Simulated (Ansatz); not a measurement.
Crystal: NiO.

```
Ni O
1.0
     0.00000    2.08590    2.08590
     2.08590    0.00000    2.08590
     2.08590    2.08590    0.00000
Ni O
1 1
Direct
  0.00000 0.00000 0.00000
  0.50000 0.50000 0.50000
```

Base run:

| Item | Value |
| --- | --- |
| Program | Ansatz 0.2.0 |
| Functional | PBE |
| Potentials or basis | Ansatz PAW |
| Cutoff | 500 eV |
| Density cutoff | 2000 eV |
| k mesh | 11 × 11 × 11 |
| Occupations | fermi-dirac, width 0.05 eV |
| Spin | collinear spin, ferromagnetic start |
| Starting moments | [1.0, 0.0] μB |

Its results: band gap on the k mesh none (metal or under the smearing width); pressure 5.7 GPa; net moment 1.73 μB per cell; site moments Ni +1.40; O +0.28 μB.

Question: The run is repeated on the same cell with these changes: potentials or basis from Ansatz PAW to Ansatz NC; cutoff from 500 eV to 1400 eV (not typed: the program's choice for these potentials). What comes out?

Answer: Band gap on the k mesh none (metal or under the smearing width); pressure 6.7 GPa; net moment 1.85 μB per cell; site moments Ni +1.49; O +0.31 μB.

Caveats: a cell with one magnetic atom can't hold antiferromagnetic order, which such compounds often take; semilocal functionals often make such compounds metallic where correlation or magnetic order opens a gap, which also shifts bond lengths.
